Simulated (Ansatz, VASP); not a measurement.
## One calculation of HfO2, two programs

INCAR

```
PREC = Accurate ; ENCUT = 520
EDIFF = 1E-6 ; ISMEAR = 0
SIGMA = 0.02 ; LREAL = False
LASPH = True ; NELM = 80
ALGO = Normal ; ISIF = 2
LWAVE = False ; LCHARG = True
GGA = PE ; LELF = True
LVHAR = True ; NBANDS = 18
```

Contents of KPOINTS:

```
regular mesh
0
Gamma
  8 8 8
```

The input POSCAR:

```
HfO2
1.0
    0.0000000000      2.5487552940      2.5487552940
    2.5487552940      0.0000000000      2.5487552940
    2.5487552940      2.5487552940      0.0000000000
Hf O
1 2
Direct
    0.0000000000      0.0000000000      0.0000000000
    0.7500000000      0.7500000000      0.7500000000
    0.2500000000      0.2500000000      0.2500000000
```

Input for Ansatz:

```yaml
crystal:
  lattice:
    - [0.0, 2.548755294, 2.548755294]
    - [2.548755294, 0.0, 2.548755294]
    - [2.548755294, 2.548755294, 0.0]
  atoms:
    - { symbol: Hf, position: [0.0, 0.0, 0.0] }
    - { symbol: O, position: [0.75, 0.75, 0.75] }
    - { symbol: O, position: [0.25, 0.25, 0.25] }
basis:
  ecutwfc: 420
kpoints:
  mp_grid: { grid: [8, 8, 8] }
hamiltonian:
  xc: pbe
scf:
  occupations: { method: gaussian, width: 0.02 }
output:
  forces: false
  stress: false
  eigenvalues: true
  eigenstates:
    kpoints:
      - [0.0, 0.5, 0.5]
      - [0.0, 0.50811294, 0.50811294]
      - [0.0, 0.49188706, 0.49188706]
      - [0.00811294, 0.5, 0.50811294]
      - [-0.00811294, 0.5, 0.49188706]
      - [0.00811294, 0.50811294, 0.5]
      - [-0.00811294, 0.49188706, 0.5]
      - [0.005736715, 0.505736715, 0.51147343]
      - [-0.005736715, 0.494263285, 0.48852657]
      - [0.005736715, 0.51147343, 0.505736715]
      - [-0.005736715, 0.48852657, 0.494263285]
      - [0.01147343, 0.505736715, 0.505736715]
      - [-0.01147343, 0.494263285, 0.494263285]
      - [0.009368016, 0.509368016, 0.509368016]
      - [-0.009368016, 0.490631984, 0.490631984]
      - [0.0, 0.5, 0.5]
      - [0.0, 0.50811294, 0.50811294]
      - [0.0, 0.49188706, 0.49188706]
      - [0.00811294, 0.5, 0.50811294]
      - [-0.00811294, 0.5, 0.49188706]
      - [0.00811294, 0.50811294, 0.5]
      - [-0.00811294, 0.49188706, 0.5]
      - [0.005736715, 0.505736715, 0.51147343]
      - [-0.005736715, 0.494263285, 0.48852657]
      - [0.005736715, 0.51147343, 0.505736715]
      - [-0.005736715, 0.48852657, 0.494263285]
      - [0.01147343, 0.505736715, 0.505736715]
      - [-0.01147343, 0.494263285, 0.494263285]
      - [0.009368016, 0.509368016, 0.509368016]
      - [-0.009368016, 0.490631984, 0.490631984]
    e_range: [-5.246094, 5.246094]
checkpoint:
  read: start.run
  write: ck
  compress: false
  write_wavefunctions: false
  write_every: 100000
```

The cell was built by a generator and needn't be a form met in nature.

Alike in both runs: task single point; functional PBE; k mesh 8 × 8 × 8; occupations gaussian, width 0.02 eV; no spin polarisation.

|  | VASP | Ansatz |
| --- | --- | --- |
| version | VASP 6.6.1 | Ansatz 0.2.0 |
| potentials or method | VASP PAW PBE potentials, release 64 (Hf_pv, O) | scalar-relativistic, plane waves, PAW |
| plane-wave cutoff (eV) | 520 | 420 |
| valence electrons in the cell | 22 | 38 |

Ansatz gave:

```
gap on the k mesh at the Fermi level (eV) : 3.75
least direct gap on the mesh (eV)         : 3.75
```

Question: Estimate VASP's values.

Answer: gap on the k mesh at the Fermi level (eV): 3.76; least direct gap on the mesh (eV): 3.76.

The two sets of potentials don't hold the same shells in valence.

Caveats: spin-orbit coupling is left out, which moves the levels of the heavy elements. A k mesh can miss the band edges. Expect the measured gap to be larger: semilocal functionals such as PBE lack the derivative discontinuity.
